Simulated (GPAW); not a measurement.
Crystal: SnSe2.

```
CELL_PARAMETERS angstrom
3.81100 0.00000 0.00000
-1.90550 3.30042 0.00000
0.00000 0.00000 6.13600
ATOMIC_POSITIONS crystal
Sn 0.00000 0.00000 0.00000
Se 0.66667 0.33333 0.75100
Se 0.33333 0.66667 0.24900
```

```yaml
Program: GPAW 26.7.0
Task: relaxation of cell and atoms
Functional: r2SCAN
Dispersion: D3(BJ)
Potentials_or_basis: GPAW PAW data sets (gpaw-data 1.2.1)
Cutoff: 600 eV
Basis: pw
k_mesh: 6 × 6 × 3
Occupations: fermi-dirac, width 0.05 eV
Spin: no spin polarisation
```

At the start: pressure 2.4 GPa; volume 25.73 Å³/atom.

Task: Where does the relaxation end?

Result: Over 13 steps the energy falls by 8.6 meV/atom and the volume is 26.41 Å³/atom (+2.7 %); space group P-3m1 (No. 164, to 0.05 Å).

Step by step:
```tsv
step	energy change (eV)	largest force (eV/Å)	pressure (GPa)	volume (Å³)
1	0.0000	0.4895	2.44	77.18
2	-0.0120	0.3480	1.72	77.61
3	-0.0251	0.0059	0.04	78.70
4	-0.0252	0.0066	-0.02	78.74
5	-0.0252	0.0191	-0.05	78.77
6	-0.0254	0.0328	-0.07	78.79
7	-0.0255	0.0350	-0.02	78.79
8	-0.0256	0.0249	0.06	78.77
9	-0.0256	0.0143	0.11	78.76
10	-0.0257	0.0028	0.14	78.80
11	-0.0258	0.0099	0.15	78.90
12	-0.0259	0.0146	0.11	79.08
13	-0.0259	0.0083	0.04	79.23
```

Final structure:
```
Sn Se
1.0
     3.82406    0.00000    0.00000
    -1.91203    3.31173    0.00000
     0.00000    0.00000    6.25613
Sn Se
1 2
Direct
  0.00000 0.00000 0.00000
  0.66667 0.33333 0.74896
  0.33333 0.66667 0.25104
```

Caveat: later steps reuse the first step's grids; the PAW data sets were made with another functional, which shifts forces and pressure a little.
